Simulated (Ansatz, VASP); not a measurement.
**One calculation of TiC, two programs**

File INCAR:

```
SYSTEM = TiC
PREC = Accurate
ENCUT = 520
EDIFF = 1E-7
ISMEAR = -1
SIGMA = 0.03
LREAL = .False.
LASPH = .True.
NELM = 60
ALGO = Normal
ISIF = 2
LWAVE = .False.
LCHARG = .False.
GGA = PE
NBANDS = 15
```

KPOINTS

```
regular mesh
0
Gamma
  16 16 16
  0 0 0
```

POSCAR

```
TiC
1.0
    0.0000000000      2.1640000000      2.2072800000
    2.1640000000      0.0000000000      2.2072800000
    2.1640000000      2.1640000000      0.0000000000
Ti C
1 1
Direct
    0.0000000000      0.0000000000      0.0000000000
    0.5000000000      0.5000000000      0.5000000000
```

Input for Ansatz:

```yaml
crystal:
  lattice:
    - [0.0, 2.164, 2.20728]
    - [2.164, 0.0, 2.20728]
    - [2.164, 2.164, 0.0]
  atoms:
    - { symbol: Ti, position: [0.0, 0.0, 0.0] }
    - { symbol: C, position: [0.5, 0.5, 0.5] }
kpoints:
  mp_grid: { grid: [16, 16, 16] }
  band_path:
    path:
      - [0.0, 0.0, 0.0]
      - [0.0, 0.5, 0.5]
      - [0.25, 0.75, 0.5]
      - [0.0, 0.5, 0.0]
      - [0.0, 0.0, 0.0]
      - [0.5, 0.5, 0.0]
      - [0.3701460977, 0.6298539023, 0.0]
      - [-0.3701460977, 0.3701460977, 0.0]
      - [0.0, 0.0, 0.0]
    npoints: 5
scf:
  occupations: { method: fermi_dirac, width: 0.03 }
hamiltonian:
  xc: pbe
  pseudopotentials: { kind: all_electron, lapw: { basis_error: 0.001 } }
output:
  forces: true
  stress: true
  eigenvalues: true
```

Change from the starting cell: zz strain of +2 %.

Alike in both runs: task single point; functional PBE; k mesh 16 × 16 × 16; occupations fermi-dirac, width 0.03 eV; no spin polarisation.

```csv
,VASP,Ansatz
version,VASP 6.6.1,Ansatz 0.2.0
potentials or method,"VASP PAW PBE potentials, release 64 (Ti_sv, C)","all-electron LAPW, scalar-relativistic"
plane-wave cutoff (eV),520,see its input
```

|  | VASP | Ansatz | Ansatz less VASP |
| --- | --- | --- | --- |
| pressure (GPa) | -3.6 | -3.8 | -0.25 |
| largest component of the traceless stress (GPa) | 4.48 | 4.44 | -0.034 |

Ansatz ran all-electron here, so the differences hold the error of VASP's frozen core and of both bases.
